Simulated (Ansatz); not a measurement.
# A Se vacancy in rocksalt PbSe, 63 atoms, charge 0

All numbers come from Ansatz (PAW, plane waves, no spin–orbit coupling) at the single k point (¼, ¼, ¼) without its symmetry partners. The atoms were relaxed with PBEsol in a fixed cell; other functionals are single points on those atoms unless said otherwise. The valence top and gap of the host come from the perfect supercell at Γ, which can miss a band edge that doesn't fold there, PBEsol gap 0.11 eV, r²SCAN gap 0.52 eV.

Cell: a = 12.200 Å, b = 12.200 Å, c = 12.200 Å, α = 90.00°, β = 90.00°, γ = 90.00°.

Nearest atoms after relaxation, from the placed atom (for vacancies from the middle of the vacant sites): Pb at 2.96 Å, Pb at 2.97 Å, Pb at 2.97 Å, Pb at 2.97 Å, Pb at 2.97 Å, Pb at 2.97 Å.

Chemical potentials μ are those of reference phases of the elements at zero temperature by the same functional (the usual solids, diamond for C, grey Sn, and the molecules H2, N2, O2, F2, Cl2, Br2 and S8).

```csv
functional,E(defect) − E(host) − Σ nμ + q·E_VBM (eV),monopole (eV),alignment (eV),formation energy at E_F = VBM (eV),moment (μB),"wall time, shared host"
PBEsol,2.00,0.00,0.00,2.00,0.0,14 s on NVIDIA GB300 (relaxation)
```

(1) Estimate the formation energy and moment that r²SCAN gives on these atoms.

r²SCAN one-electron levels near the gap (the ten most localised at most), from the host's valence top:

| level (eV) | spin | filling | atoms sharing it | element of the atom with most weight |
| --- | --- | --- | --- | --- |
| -0.13 | up | 1.00 | 11.5 | Pb |
| -0.13 | down | 1.00 | 11.5 | Pb |

All elements are taken at their own reference at once; growth conditions in equilibrium with the host shift these energies, by up to the host's formation enthalpy.

One k point and a cell of this size can leave errors of several tenths of an eV in such numbers.

## Answers

(1) 2.26 eV at E_F = VBM, moment 0.0 μB.
